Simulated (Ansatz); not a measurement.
## SnO$_{2}$: the gap under strain

SnO$_{2}$, P4_2/mnm, a = 4.769 Å, c = 3.212 Å. Ansatz: PBEsol, PAW, 420 eV, Γ-centred 6×6×8 mesh on 6 atoms, Gaussian smearing 0.02 eV; no spin polarisation. Series: uniaxial strain along c, with a, b and atoms relaxed; x is the strain in per cent. The gap is sought over the whole zone.

```tsv
x (%)	gap y (eV)
-6.0	?
-4.0	1.191
-2.0	1.058
0.0	0.918
2.0	0.781
4.0	0.652
6.0	0.536
```

Question: Fit y = E0 + c1 x + c2 x² to the other rows, give the deformation potential for this strain, and predict the missing gap.

Answer: Least squares on the rows shown. y = 0.9160 − 0.06729 x + 0.0005759 x². The deformation potential is 100 c1 = -6.73 eV per unit strain. At x = -6.0 the fit asked for gives 1.340 eV. The run gave 1.311 eV, so the fit is 0.029 eV too high, 3.7 % of the span of the series, against an rms of 0.004 eV on the fitted rows. The row lies outside the fitted range. With a term in x³ added, a fit to the same known rows predicts 1.314 eV, so most of the miss is curvature that the known rows already hold.

Semilocal functionals give gaps under the measured ones; changes of the gap mostly carry over better.